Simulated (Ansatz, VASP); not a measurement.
# TiO in VASP and in Ansatz

POSCAR

```
TiO
1.0
    2.8516080131      0.0000000000      0.0000000000
   -1.4258040066      2.4695649810      0.0000000000
    0.0000000000      0.0000000000      5.5675030000
Ti O
2 2
Direct
    0.3333333300      0.6666666700      0.2500000000
    0.6666666700      0.3333333300      0.7500000000
    0.0000000000      0.0000000000      0.0000000000
    0.0000000000      0.0000000000      0.5000000000
```

File INCAR.step1:

```
SYSTEM = TiO
ALGO     = Normal         ! electronic algorithm
EDIFF    = 1E-4           ! SCF threshold, eV
ENCUT    = 520            ! plane-wave cutoff, eV
GGA      = PE             ! functional
ISMEAR   = 0              ! smearing method
ISPIN    = 2              ! spin polarisation
LASPH    = .True.         ! aspherical terms in the spheres
LCHARG   = .False.        ! write CHGCAR
LMAXMIX  = 4              ! l up to which the mixer works
LREAL    = .False.        ! projectors in reciprocal space
LWAVE    = .True.         ! write WAVECAR
MAGMOM   = 1 1 0 0        ! initial moments
NBANDS   = 30             ! bands
NELM     = 150            ! most SCF steps
PREC     = Accurate       ! precision mode
SIGMA    = 0.1            ! smearing width, eV
```

File INCAR.step2:

```
SYSTEM = TiO
ALGO     = Normal         ! electronic algorithm
EDIFF    = 1E-7           ! SCF threshold, eV
ENCUT    = 520            ! plane-wave cutoff, eV
ISIF     = 2              ! what is computed and relaxed
ISMEAR   = 0              ! smearing method
ISPIN    = 2              ! spin polarisation
ISTART   = 1            
LASPH    = .True.         ! aspherical terms in the spheres
LCHARG   = .True.         ! write CHGCAR
LELF     = .True.         ! ELF
LMAXMIX  = 4              ! l up to which the mixer works
LMIXTAU  = .True.       
LORBIT   = 11             ! projections on sites
LREAL    = .False.        ! projectors in reciprocal space
LVHAR    = .True.       
LWAVE    = .False.        ! write WAVECAR
MAGMOM   = 1 1 0 0        ! initial moments
METAGGA  = R2SCAN         ! meta-GGA
NBANDS   = 30             ! bands
NELM     = 150            ! most SCF steps
PREC     = Accurate       ! precision mode
SIGMA    = 0.1            ! smearing width, eV
```

File KPOINTS:

```
k-points
0
Gamma
  6 6 4
  0 0 0
```

Input for Ansatz:

```yaml
crystal:
  lattice:
    - [2.8516080131, 0.0, 0.0]
    - [-1.4258040066, 2.469564981, 0.0]
    - [0.0, 0.0, 5.567503]
  atoms:
    - { symbol: Ti, position: [0.33333333, 0.66666667, 0.25], spin: 1.0 }
    - { symbol: Ti, position: [0.66666667, 0.33333333, 0.75], spin: 1.0 }
    - { symbol: O, position: [0.0, 0.0, 0.0] }
    - { symbol: O, position: [0.0, 0.0, 0.5] }
basis:
  ecutwfc: 500
kpoints:
  mp_grid: { grid: [6, 6, 4] }
hamiltonian:
  xc: r2scan
scf:
  occupations: { method: gaussian, width: 0.1 }
output:
  forces: true
  stress: true
  eigenvalues: true
  populations: true
magnetization:
  spin_polarized: true
```

The cell comes from a database or a generator and needn't be the stable form of this composition.

Alike in both runs: task single point; functional r2SCAN; k mesh 6 × 6 × 4; occupations gaussian, width 0.1 eV; collinear spin.

|  | VASP | Ansatz |
| --- | --- | --- |
| version | VASP 6.6.1 | Ansatz 0.2.0 |
| potentials or method | VASP PAW PBE potentials, release 64 (Ti_sv, O) | scalar-relativistic, plane waves, PAW |
| plane-wave cutoff (eV) | 520 | 500 |
| valence electrons in the cell | 36 | 36 |

|  | VASP | Ansatz | Ansatz less VASP |
| --- | --- | --- | --- |
| gap on the k mesh at the Fermi level (eV) | none | none | - |
| pressure (GPa) | -3.6 | -5.3 | -1.69 |
| largest component of the traceless stress (GPa) | 1.21 | 0.94 | -0.266 |
| net moment per atom (μB) | 0.00 | 0.00 | 0.000 |

A gap of «none» marks a metal or a gap that the smearing closes. Ansatz warned: «seeded_moment_not_kept».

Caveats: the k mesh is coarse (spacing up to 0.42 Å⁻¹), so the values aren't converged; the PAW data sets were made with another functional, which shifts forces and pressure a little (VASP); semilocal functionals often make such compounds metallic where correlation or magnetic order opens a gap, which also shifts bond lengths.
